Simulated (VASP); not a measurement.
# Rb (Fm-3m) in VASP: elastic constants with RPBE

Aim: the elastic constants of Rb with RPBE.

All numbers are computed with VASP 6.6.1; they aren't measurements. Logs are shortened: lines on timing, memory, paths and dates and some standing lists are left out, and cuts for length are marked.

## 1. Starting point

It takes space group Fm-3m (No. 225, cubic). The conventional cell has a = 7.280 Å, b = 7.280 Å, c = 7.280 Å, α = 90.00°, β = 90.00°, γ = 90.00°.

This isn't the form of Rb at room conditions, which is bcc.

## 2. Elastic constants, RPBE

File INCAR:

```
ALGO     = Normal         # electronic algorithm
EDIFF    = 1E-8           # SCF threshold, eV
ENCUT    = 600            # plane-wave cutoff, eV
GGA      = RP             # functional
IBRION   = 6              # ionic algorithm
ISIF     = 3              # what is computed and relaxed
ISMEAR   = -1             # smearing method
LASPH    = T              # aspherical terms in the spheres
LCHARG   = F              # write CHGCAR
LREAL    = F              # projectors in reciprocal space
LWAVE    = F              # write WAVECAR
NBANDS   = 10             # bands
NELM     = 100            # most SCF steps
NFREE    = 2            
NSW      = 1              # ionic steps
POTIM    = 0.015          # step
PREC     = Accurate       # precision mode
SIGMA    = 0.05           # smearing width, eV
```

File KPOINTS:

```
k-points
0
Gamma
  3 3 3
```

File POSCAR:

```
Rb
1.0
    0.0000000000      3.6398850000      3.6398850000
    3.6398850000      0.0000000000      3.6398850000
    3.6398850000      3.6398850000      0.0000000000
Rb
1
Direct
    0.0000000000      0.0000000000      0.0000000000
```

Potentials or basis: VASP PAW PBE potentials, release 64 (Rb_sv).

Started as:

```
$ cat potpaw_PBE.64/Rb_sv/POTCAR > POTCAR
$ mpirun -np 1 vasp_std > vasp.out
```

OUTCAR:

```text
EDIFF = 1E-8
   ENCUT = 600
   GGA = RP
   IBRION = 6
   ISIF = 3
   ISMEAR = -1
   LASPH = T
   LREAL = F
   NELM = 100
   NFREE = 2
   NSW = 1
   POTIM = 0.015
   PREC = Accurate

 ion  position               nearest neighbor table
   1  0.000  0.000  0.000-

  LATTYP: Found a face centered cubic cell.
 ALAT       =     7.2797700000

  Lattice vectors:

 A1 = (   0.0000000000,   3.6398850000,   3.6398850000)
 A2 = (   3.6398850000,   0.0000000000,   3.6398850000)
 A3 = (   3.6398850000,   3.6398850000,   0.0000000000)

Analysis of symmetry for initial positions (statically):
=====================================================================
 Subroutine PRICEL returns:
 Original cell was already a primitive cell.

 Routine SETGRP: Setting up the symmetry group for a
 face centered cubic supercell.

 Subroutine GETGRP returns: Found 48 space group operations
 (whereof 48 operations were pure point group operations)
 out of a pool of 48 trial point group operations.

The static configuration has the point symmetry O_h .

Analysis of symmetry for dynamics (positions and initial velocities):
=====================================================================
 Subroutine PRICEL returns:
 Original cell was already a primitive cell.

 Routine SETGRP: Setting up the symmetry group for a
 face centered cubic supercell.

 Subroutine GETGRP returns: Found 48 space group operations
 (whereof 48 operations were pure point group operations)
 out of a pool of 48 trial point group operations.

The dynamic configuration has the point symmetry O_h .

 Subroutine INISYM returns: Found 48 space group operations
 (whereof 48 operations are pure point group operations),
 and found     1 'primitive' translations

----------------------------------------------------------------------------------------

                                     Primitive cell

[... 223 lines left out ...]

 number of electron       9.0000000 magnetization

------------------------ aborting loop because EDIFF is reached ----------------------------------------
[... 65 lines left out ...]
--------------------------------------- Ionic step       15  -------------------------------------------

 number of electron       9.0000000 magnetization

 Free energy of the ion-electron system (eV)
  ---------------------------------------------------
  ext. energy  EPLUGINS =         0.00000000
  ---------------------------------------------------
  free energy    TOTEN  =        -0.89553008 eV

  energy without entropy =       -0.88294350  energy(sigma->0) =       -0.88923679

 E-fermi :  -0.3878     XC(G=0):  -5.1965

 val. band max:       -0.4428458736   @ k =   0.3333   0.3333   0.0000
 cond. band min:       0.7325613826   @ k =  -0.3333   0.3333   0.0000
 fundamental gap:      1.1754072562
 Fermi energy:        -0.3877752514

 k-point     1 :       0.0000    0.0000    0.0000
  band No.  band energies     occupation
      1     -28.9724      2.00000
      2     -13.0305      2.00000
      3     -13.0305      2.00000
      4     -13.0305      2.00000
      5      -1.8715      2.00000
      6       3.5947      0.00000
      7       3.5947      0.00000
      8       3.5947      0.00000
      9       4.8820      0.00000
     10       4.8820      0.00000
[... 65 lines left out ...]
  FREE ENERGIE OF THE ION-ELECTRON SYSTEM (eV)
  ---------------------------------------------------
  free  energy   TOTEN  =        -0.8955300789 eV

  energy  without entropy=       -0.8829434976  energy(sigma->0) =       -0.88923679

 INTERNAL STRAIN TENSORS FROM STRAINED CELLS
 ============================================

 INTERNAL STRAIN TENSOR FOR ION    1 for displacements in x,y,z  (eV/Angst):
          X           Y           Z          XY          YZ          ZX
  --------------------------------------------------------------------------------
  x     0.00000     0.00000     0.00000     0.00000     0.00000     0.00000
  y    -0.00000     0.00000     0.00000     0.00000    -0.00000    -0.00000
  z     0.00000    -0.00000     0.00000     0.00000     0.00000    -0.00000

 INTERNAL STRAIN TENSORS FROM DISPLACED ATOMS
 ============================================

 INTERNAL STRAIN TENSOR FOR ION    1 for displacements in x,y,z  (eV/Angst):
          X           Y           Z          XY          YZ          ZX
  --------------------------------------------------------------------------------
  x     0.00000     0.00000     0.00000     0.00000     0.00000     0.00000
  y     0.00000     0.00000     0.00000     0.00000     0.00000     0.00000
  z     0.00000     0.00000     0.00000     0.00000     0.00000     0.00000

 Eigenvectors and eigenvalues of the dynamical matrix
 ----------------------------------------------------

   1 f/i=    0.000000 THz     0.000000 2PiTHz    0.000000 cm-1     0.000000 meV
             X         Y         Z           dx          dy          dz
      0.000000  0.000000  0.000000     1.000000    0.000000    0.000000

   2 f/i=    0.000000 THz     0.000000 2PiTHz    0.000000 cm-1     0.000000 meV
             X         Y         Z           dx          dy          dz
      0.000000  0.000000  0.000000     0.000000    1.000000    0.000000

   3 f/i=    0.000000 THz     0.000000 2PiTHz    0.000000 cm-1     0.000000 meV
             X         Y         Z           dx          dy          dz
      0.000000  0.000000  0.000000     0.000000    0.000000    1.000000

--------------------------------------------------------------------------------------------------------

 ELASTIC MODULI CONTR FROM IONIC RELAXATION (kBar)
 Direction    XX          YY          ZZ          XY          YZ          ZX
 --------------------------------------------------------------------------------
 XX           0.0000      0.0000      0.0000      0.0000      0.0000      0.0000
 YY           0.0000      0.0000      0.0000      0.0000      0.0000      0.0000
 ZZ           0.0000      0.0000      0.0000      0.0000      0.0000      0.0000
 XY           0.0000      0.0000      0.0000      0.0000      0.0000      0.0000
 YZ           0.0000      0.0000      0.0000      0.0000      0.0000      0.0000
 ZX           0.0000      0.0000      0.0000      0.0000      0.0000      0.0000
 --------------------------------------------------------------------------------

 TOTAL ELASTIC MODULI (kBar)
 Direction    XX          YY          ZZ          XY          YZ          ZX
 --------------------------------------------------------------------------------
 XX           1.9065     37.2203     37.2203      0.0000      0.0000     -0.0000
 YY          37.2203      1.9065     37.2203      0.0000      0.0000     -0.0000
 ZZ          37.2203     37.2203      1.9065      0.0000      0.0000      0.0000
 XY           0.0000      0.0000      0.0000     29.9145     -0.0000      0.0000
 YZ           0.0000      0.0000      0.0000     -0.0000     29.9145     -0.0000
 ZX          -0.0000     -0.0000      0.0000      0.0000     -0.0000     29.9145
 --------------------------------------------------------------------------------
```

OSZICAR:

```text
N       E                     dE             d eps       ncg     rms          rms(c)
DAV:   1     0.426539729983E+02    0.42654E+02   -0.33418E+03    80   0.708E+02
DAV:   2     0.240248360506E+01   -0.40251E+02   -0.39355E+02    84   0.130E+02
DAV:   3    -0.813413850207E+00   -0.32159E+01   -0.32126E+01   126   0.347E+01
[... 178 lines left out ...]
DAV:   6    -0.895530087625E+00    0.30278E-06   -0.21767E-07    86   0.331E-03    0.310E-04
DAV:   7    -0.895529993771E+00    0.93854E-07   -0.67435E-08   122   0.168E-03    0.568E-04
DAV:   8    -0.895530062009E+00   -0.68238E-07   -0.13845E-08    50   0.860E-04    0.119E-04
DAV:   9    -0.895530088356E+00   -0.26347E-07   -0.38636E-09    46   0.422E-04    0.803E-05
DAV:  10    -0.895530078921E+00    0.94359E-08   -0.93059E-10    46   0.221E-04
  15 F= -.89553008E+00 E0= -.88923679E+00  d E =-.125866E-01
```

stdout:

```text
POSCAR found type information on POSCAR Rb
 POSCAR found :  1 types and       1 ions
 scaLAPACK will be used
 -----------------------------------------------------------------------------
|                                                                             |
|                                                                             |
|     You enforced a specific xc type in the INCAR file but a different       |
|     I HOPE YOU KNOW WHAT YOU ARE DOING!                                     |
|                                                                             |
 -----------------------------------------------------------------------------

 LDA part: xc-table for (Slater+PW92), standard interpolation
 POSCAR, INCAR and KPOINTS ok, starting setup
 FFT: planning ... GRIDC
 FFT: planning ... GRID_SOFT
 FFT: planning ... GRID
 WAVECAR not read
 entering main loop
 Found     1 degrees of freedom:
 Adding 6 more for cell shape distortion
 Finite differences POTIM= 0.01500 DOF=   7
 bond charge predicted
 Finite differences progress:
 bond charge predicted
 Finite differences progress:
 bond charge predicted
 Finite differences progress:
 bond charge predicted
 Finite differences progress:
 bond charge predicted
 Finite differences progress:
 bond charge predicted
 Finite differences progress:
 bond charge predicted
 Finite differences progress:
 bond charge predicted
 Finite differences progress:
 bond charge predicted
 Finite differences progress:
 bond charge predicted
 Finite differences progress:
 bond charge predicted
 Finite differences progress:
 bond charge predicted
 Finite differences progress:
 bond charge predicted
 Finite differences progress:
 bond charge predicted
 Finite differences progress:
```

Wall time 3.1 min (1 thread of Intel Xeon Platinum 8559C (Emerald Rapids), shared host); peak memory 0.26 GiB.

Results:

- Elastic constants C11, C12, C44: 0, 4, 3 GPa
- Voigt bulk modulus: 3 GPa

Elastic tensor in Voigt notation (GPa, in the Cartesian axes of the cell as first typed):
```
0 4 4 0 0 0
4 0 4 0 0 0
4 4 0 0 0 0
0 0 0 3 0 0
0 0 0 0 3 0
0 0 0 0 0 3
```

Clamped-ion elastic tensor (GPa):
```
0 4 4 0 0 0
4 0 4 0 0 0
4 4 0 0 0 0
0 0 0 3 0 0
0 0 0 0 3 0
0 0 0 0 0 3
```

Caveat: the k mesh is coarse (spacing up to 0.50 Å⁻¹), so the values aren't converged; the elastic tensor has a negative eigenvalue, so either the cell is unstable as it stands or the mesh is too thin; the PAW data sets were made with another functional, which shifts forces and pressure a little.
